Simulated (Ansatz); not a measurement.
Computed results, one entry a study.

```cif
data_cdte
_symmetry_space_group_name_H-M 'F-43m'
_symmetry_Int_Tables_number 216
_cell_length_a 6.4800
_cell_length_b 6.4800
_cell_length_c 6.4800
_cell_angle_alpha 90.000
_cell_angle_beta 90.000
_cell_angle_gamma 90.000
_cell_volume 272.10
loop_
_atom_site_label
_atom_site_type_symbol
_atom_site_symmetry_multiplicity
_atom_site_Wyckoff_symbol
_atom_site_fract_x
_atom_site_fract_y
_atom_site_fract_z
_atom_site_occupancy
Cd1 Cd 4 a 0.00000 0.00000 0.00000 1
Te1 Te 4 d 0.25000 0.25000 0.75000 1
_calc_subject 'CdTe (F-43m): band gap by G0W0 on HSE06'
_calc_method 'G0W0 on HSE06, plane waves, PAW (and 1 further level or step)'
_calc_program 'Ansatz 0.2.0'
_calc_settings_of_one_run 'cutoff 420 eV, 4×4×4 k-mesh, default PAW, empty bands 203, screening cutoff 120 eV, screening contour deformation, QP bands (v2, c2)'
_calc_cost '2 runs, 63 s in all on 1 × NVIDIA H100 80GB HBM3 (shared by 6 runs) with 3 threads of AMD EPYC 7R13 (Zen 3), shared host (the runs of this entry)'
_calc_notes 'In doubt: masses and optical values from hybrid runs of this build are listed as unsure (in some of the runs), which bears on the screening that GW takes from such a start. The cell and positions come from the Crystallography Open Database and are kept as given unless a step says otherwise. Limits: no spin-orbit coupling. The differences hold parts that these runs do not separate: finite bands, cutoffs and mesh, points of the zone that were not corrected, the start of G0W0, spin-orbit coupling missing from it, static nuclei, no electron-hole attraction, and what each experiment reads as the gap. How much each gives is not known from the steps shown.'
_calc_hse06_gap_over_mesh_and_listed_points '1.650 eV, direct, at k = Γ'
_calc_g0w0_hse06_gap_over_6_of_8_irreducible_mesh_points '1.890 eV, direct, at k = Γ'
_calc_gw_settings '4×4×4 mesh, 203 empty bands, screening to 120 eV'
_calc_known_limits 'finite bands, screening cutoff and k mesh; no spin-orbit coupling in G0W0; d shells not analysed'
```

[Paths, hosts, dates, memory and timing lines, banners, echoed tables and standing remarks are left out of the program output.]

[Logs are printed without paths, hosts, clocks, repeated set-up lines and the standing remarks that a program may print on its own settings, such as how far it seeks lower states.]

[Runs of the session that timed out or met a known fault of the program may be left out.]

[Cells called generated may have been cut or substituted from an entry of the Crystallography Open Database or the Materials Project.]

[Hosts, paths, dates, database ids (printed as entryN), source tags and the programs' standing remarks are cut or masked in the printed files.]
